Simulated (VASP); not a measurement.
# Ta (Im-3m) in VASP: notebook

The runs below take Ta through relaxation of cell and atoms, with PBE.

Everything below comes from runs of VASP 6.6.1. Logs are shortened: lines on timing, memory, paths and dates and some standing lists are left out, and cuts for length are marked.

## Step 1: The structure

Symmetry: Im-3m, No. 229, cubic system. The conventional cell has a = 3.303 Å, b = 3.303 Å, c = 3.303 Å, α = 90.00°, β = 90.00°, γ = 90.00°. Ta (site symmetry m-3m) is surrounded by 8 Ta at 2.86 Å.

## Step 2: Relaxation of cell and atoms, PBE

INCAR reads:

```
PREC = Accurate
ENCUT = 520
EDIFF = 1E-7
ISMEAR = 0
SIGMA = 0.1
LREAL = False
LASPH = True
NELM = 60
ALGO = Fast
ISIF = 3
LWAVE = False
LCHARG = False
GGA = PE
IBRION = 2
NSW = 80
EDIFFG = -0.002
```

KPOINTS reads:

```
regular mesh
0
Gamma
  18 18 18
```

POSCAR reads:

```
Ta
1.0
   -1.6512800000      1.6512800000      1.6512800000
    1.6512800000     -1.6512800000      1.6512800000
    1.6512800000      1.6512800000     -1.6512800000
Ta
1
Direct
    0.0000000000      0.0000000000      0.0000000000
```

Potentials or basis: VASP PAW PBE potentials, release 64 (Ta).

The run is started by

```bash
> cat potpaw_PBE.64/Ta/POTCAR > POTCAR
> mpirun -np 1 vasp_std > vasp.out
```

OUTCAR:

```text
PREC = Accurate
   ENCUT = 520
   EDIFF = 1E-7
   ISMEAR = 0
   LREAL = False
   LASPH = True
   NELM = 60
   ISIF = 3
   GGA = PE
   IBRION = 2
   NSW = 80
   EDIFFG = -0.002

 ion  position               nearest neighbor table
   1  0.000  0.000  0.000-

  LATTYP: Found a body centered cubic cell.
 ALAT       =     3.3025600000

  Lattice vectors:

 A1 = (  -1.6512800000,   1.6512800000,   1.6512800000)
 A2 = (   1.6512800000,  -1.6512800000,   1.6512800000)
 A3 = (   1.6512800000,   1.6512800000,  -1.6512800000)

Analysis of symmetry for initial positions (statically):
=====================================================================
 Subroutine PRICEL returns:
 Original cell was already a primitive cell.

 Routine SETGRP: Setting up the symmetry group for a
 body centered cubic supercell.

 Subroutine GETGRP returns: Found 48 space group operations
 (whereof 48 operations were pure point group operations)
 out of a pool of 48 trial point group operations.

The static configuration has the point symmetry O_h .

Analysis of symmetry for dynamics (positions and initial velocities):
=====================================================================
 Subroutine PRICEL returns:
 Original cell was already a primitive cell.

 Routine SETGRP: Setting up the symmetry group for a
 body centered cubic supercell.

 Subroutine GETGRP returns: Found 48 space group operations
 (whereof 48 operations were pure point group operations)
 out of a pool of 48 trial point group operations.

The dynamic configuration has the point symmetry O_h .

 Subroutine INISYM returns: Found 48 space group operations
 (whereof 48 operations are pure point group operations),
 and found     1 'primitive' translations

----------------------------------------------------------------------------------------

                                     Primitive cell

  volume of cell :      18.0104

  direct lattice vectors                    reciprocal lattice vectors
    -1.651280000  1.651280000  1.651280000     0.000000000  0.302795407  0.302795407
     1.651280000 -1.651280000  1.651280000     0.302795407  0.000000000  0.302795407
     1.651280000  1.651280000 -1.651280000     0.302795407  0.302795407  0.000000000

  length of vectors
[... 87 lines left out ...]
   ISYM   =      2    0-nonsym 1-usesym 2-fastsym
   POTIM  = 0.5000    time-step for ionic-motion
   TEBEG  =    0.0;   TEEND  =   0.0 temperature during run
   PSTRESS=    0.0 pullay stress
   NELECT =       5.0000    total number of electrons
   NUPDOWN=      -1.0000    fix difference up-down
   EMIN   =  10.00;   EMAX   =-10.00  energy-range for DOS
   EFERMI =   0.00;   METHOD = LEGACY
   ISMEAR =     0;   SIGMA  =   0.10  broadening in eV -4-tet -1-fermi 0-gaus
   EFERMI_NEDOS =   21; number of points for ismear=-14 and -15
   IALGO  =     68    algorithm
   IMIX   =      4    mixing-type and parameters
     AMIX     =   0.40;   BMIX     =  1.00
     AMIX_MAG =   1.60;   BMIX_MAG =  1.00
  volume/ion in A,a.u.               =      18.01       121.54
  Fermi-wavevector in a.u.,A,eV,Ry     =   1.067966  2.018163 15.518145  1.140551
  Thomas-Fermi vector in A             =   2.203599
   LORBIT       =      0    0 simple, 1 ext, 2 COOP (PROOUT), +10 PAW based schemes
   GGA     = PE    functional components
   LHFCALC =     F    Hartree Fock is set to
   AEXX    =    0.0000 exact exchange contribution
   IVDW    =     0    specifies the selected vdW correction
   LEPSILON=     F    determine dielectric tensor
   LRPA    =     F    only Hartree local field effects (RPA)
 conjugate gradient relaxation of ions
 non-spin polarized calculation
 RMM-DIIS sequential band-by-band and
 Gauss-broadening in eV      SIGMA  =   0.10
  energy-cutoff  :      520.00
  volume of cell :       18.01
 maximum number of plane-waves:       498
 NGX is ok and might be reduce to    24
   NGX = 11   NGY = 11   NGZ = 11

--------------------------------------- Ionic step        1  -------------------------------------------

 number of electron       5.0000000 magnetization

 Free energy of the ion-electron system (eV)
  ---------------------------------------------------
  ext. energy  EPLUGINS =         0.00000000
  ---------------------------------------------------
  free energy    TOTEN  =       -11.86637460 eV

  energy without entropy =      -11.86033225  energy(sigma->0) =      -11.86335342

------------------------ aborting loop because EDIFF is reached ----------------------------------------

  FORCE on cell =-STRESS in cart. coord.  units (eV):
  Direction    XX          YY          ZZ          XY          YZ          ZX
  --------------------------------------------------------------------------------------
  -------------------------------------------------------------------------------------
  Total        0.1157101      0.1157101      0.1157101      0.0000000      0.0000000      0.0000000
  in kB       10.2934165     10.2934165     10.2934165      0.0000000      0.0000000      0.0000000
  external PRESSURE =      10.2934165 kB  Pullay stress =       0.0000000 kB
[... 57 lines left out ...]
--------------------------------------- Ionic step        3  -------------------------------------------

 number of electron       5.0000000 magnetization

 Free energy of the ion-electron system (eV)
  ---------------------------------------------------
  ext. energy  EPLUGINS =         0.00000000
  ---------------------------------------------------
  free energy    TOTEN  =       -11.86666229 eV

  energy without entropy =      -11.86060919  energy(sigma->0) =      -11.86363574

 E-fermi :   5.7239     XC(G=0): -12.3787

 val. band max:        5.7074927003   @ k =   0.3333   0.0000   0.0000
 cond. band min:       5.7366864323   @ k =  -0.2778   0.3889   0.1111
 fundamental gap:      0.0291937320
 Fermi energy:         5.7239370204

 k-point     1 :       0.0000    0.0000    0.0000
  band No.  band energies     occupation
      1      -2.1717      2.00000
      2       6.4494      0.00000
      3       6.4494      0.00000
      4       6.4494      0.00000
      5       9.7005      0.00000
      6       9.7005      0.00000
[... 199 lines left out ...]
 k-point    24 :       0.3889    0.1111    0.0000
  band No.  band energies     occupation
      1       1.7533      2.00000
      2       4.3086      2.00000
      3       6.3557      0.00000
      4       9.4493      0.00000
      5      10.7318      0.00000
      6      13.5509      0.00000

 [... further k-points ...]
[... 5 lines left out ...]
  --------------------------------------------------------------------------------------
  -------------------------------------------------------------------------------------
  Total        0.0009046      0.0009046      0.0009046      0.0000000      0.0000000     -0.0000000
  in kB        0.0800677      0.0800677      0.0800677      0.0000000      0.0000000     -0.0000000
  external PRESSURE =       0.0800677 kB  Pullay stress =       0.0000000 kB
[... 16 lines left out ...]
  FREE ENERGIE OF THE ION-ELECTRON SYSTEM (eV)
  ---------------------------------------------------
  free  energy   TOTEN  =       -11.8666622946 eV

  energy  without entropy=      -11.8606091929  energy(sigma->0) =      -11.86363574

 reached required accuracy - stopping structural energy minimisation
```

OSZICAR:

```text
N       E                     dE             d eps       ncg     rms          rms(c)
DAV:   1     0.310215087366E+00    0.31022E+00   -0.19100E+03  2352   0.602E+02
DAV:   2    -0.122764305269E+02   -0.12587E+02   -0.12095E+02  4158   0.861E+01
[... 27 lines left out ...]
DAV:   1    -0.118669894973E+02   -0.18561E-02   -0.31251E-02  2352   0.172E+00    0.365E-01
RMM:   2    -0.118667474994E+02    0.24200E-03   -0.14643E-04  2340   0.123E-01    0.188E-01
RMM:   3    -0.118666602005E+02    0.87299E-04   -0.21370E-04  2340   0.105E-01    0.115E-02
RMM:   4    -0.118666614535E+02   -0.12530E-05   -0.10910E-05  2340   0.381E-02    0.577E-03
RMM:   5    -0.118666624749E+02   -0.10214E-05   -0.25366E-06  2337   0.115E-02    0.108E-02
RMM:   6    -0.118666621991E+02    0.27577E-06   -0.32257E-06  2340   0.152E-02    0.316E-03
RMM:   7    -0.118666622946E+02   -0.95449E-07   -0.17943E-07  1863   0.458E-03
   3 F= -.11866662E+02 E0= -.11863636E+02  d E =-.287695E-03
```

Run time: 17 s. Hardware: 1 thread of Intel Xeon 6975P-C (Granite Rapids), shared host; peak memory 0.16 GiB.

Results:

| Item | Value |
| --- | --- |
| Free energy | -11.8667 eV |
| Relaxed volume | 18.10 Å³/atom |
| Relaxed cell | a = 2.865 Å, b = 2.865 Å, c = 2.865 Å, α = 109.47°, β = 109.47°, γ = 109.47° |
| Space group after relaxing (to 0.05 Å) | Im-3m (No. 229) |
| Energy gained by relaxing | 0.3 meV/atom |
| Ionic steps | 3 |
| Pressure after relaxing | 0.0 GPa |
| Band gap on the k mesh | none (metal or under the smearing width) |

Step by step:
```
step  energy change (eV)  largest force (eV/Å)  pressure (GPa)  volume (Å³)
   1              0.0000                0.0000            1.03        18.01
   2              0.0012                0.0000           -2.28        18.31
   3             -0.0003                0.0000            0.01        18.10
```

Final structure:
```cif
data_structure
_symmetry_space_group_name_H-M 'P 1'
_symmetry_Int_Tables_number 1
_cell_length_a 2.8649
_cell_length_b 2.8649
_cell_length_c 2.8649
_cell_angle_alpha 109.471
_cell_angle_beta 109.471
_cell_angle_gamma 109.471
_cell_volume 18.10
loop_
_atom_site_label
_atom_site_type_symbol
_atom_site_fract_x
_atom_site_fract_y
_atom_site_fract_z
_atom_site_occupancy
Ta1 Ta 0.00000 0.00000 0.00000 1
```

Levels at points of the mesh, in eV from the Fermi level:
```
           k point  band 1  band 2  band 3  band 4  band 5
(0.00, 0.00, 0.00)   -7.90    0.73    0.73    0.73    3.98
(0.50, 0.00, 0.00)   -4.36   -1.53    1.56    3.86    4.87
(0.50, 0.50, 0.50)   -3.78   -3.78    6.78    6.78    6.78
```

Spin-orbit coupling is left out, which matters for the levels of Ta. Zero-point motion and thermal expansion aren't in these numbers.

## Step 3: Relaxation of cell and atoms, PBE

This run uses another cell than the first one, of 18.10 Å³/atom, 1.005 times its volume.

INCAR is that of step 2.

KPOINTS is that of step 2.

POSCAR reads:

```
Ta                                      
1.0
   -1.6540582097      1.6540582097      1.6540582097
    1.6540582097     -1.6540582097      1.6540582097
    1.6540582097      1.6540582097     -1.6540582097
  Ta            
     1
Direct
     0.0000000000000000    0.0000000000000000    0.0000000000000000
```

Potentials or basis: VASP PAW PBE potentials, release 64 (Ta).

The run is started by

```bash
> cat potpaw_PBE.64/Ta/POTCAR > POTCAR
> mpirun -np 1 vasp_std > vasp.out
```

Wall time 8.6 s (1 thread of Intel Xeon 6975P-C (Granite Rapids), shared host); peak memory 0.16 GiB.

The run converged. Its results:

```
Free energy             : -11.8667 eV
Pressure after relaxing : 0.0 GPa
Band gap on the k mesh  : none (metal or under the smearing width)
```

Final structure:
```yaml
crystal:
  lattice:
    - [-1.65406, 1.65406, 1.65406]
    - [1.65406, -1.65406, 1.65406]
    - [1.65406, 1.65406, -1.65406]
  atoms:
    - { symbol: Ta, position: [0.00000, 0.00000, 0.00000] }
```

Levels at points of the mesh, in eV from the Fermi level:
```tsv
k point	band 1	band 2	band 3	band 4	band 5	band 6
(0.00, 0.00, 0.00)	-7.90	0.73	0.73	0.73	3.98	3.98
(0.50, 0.00, 0.00)	-4.36	-1.53	1.56	3.86	4.87	7.73
(0.50, 0.50, 0.50)	-3.78	-3.78	6.78	6.78	6.78	8.57
```

Caveat: the relaxation stopped at its first step, so nothing moved.
